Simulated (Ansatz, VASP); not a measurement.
**Two plane-wave programs on SrTiO3 (Tausonite)**

```
Sr Ti O
1.0
     4.01362    0.00000    0.00000
     0.00000    4.01362    0.00000
     0.00000    0.00000    4.01362
Sr Ti O
1 1 3
Direct
  0.50000 0.50000 0.50000
  0.00000 0.00000 0.00000
  0.50000 0.00000 0.00000
  0.00000 0.50000 0.00000
  0.00000 0.00000 0.50000
```

Alike in both runs: task single point; functional PBE; k mesh 6 × 6 × 6; no spin polarisation.

|  | VASP | Ansatz |
| --- | --- | --- |
| version | VASP 6.6.1 | Ansatz 0.2.0 |
| potentials or method | VASP PAW PBE potentials, release 64 (Sr_sv, Ti_sv, O) | plane waves, PAW |
| plane-wave cutoff (eV) | 520 | 420 |
| occupations | gaussian, width 0.01 eV | fixed |
| valence electrons in the cell | 40 | 40 |

Ansatz gave:

| Item | Value |
| --- | --- |
| gap on the k mesh at the Fermi level (eV) | 1.73 |
| pressure (GPa) | -8.7 |

Problem. What did VASP give for the same quantities?

Solution. gap on the k mesh at the Fermi level (eV): 1.70; pressure (GPa): -8.2.

A k mesh can miss the band edges. Expect the measured gap to be larger: semilocal functionals such as PBE lack the derivative discontinuity.
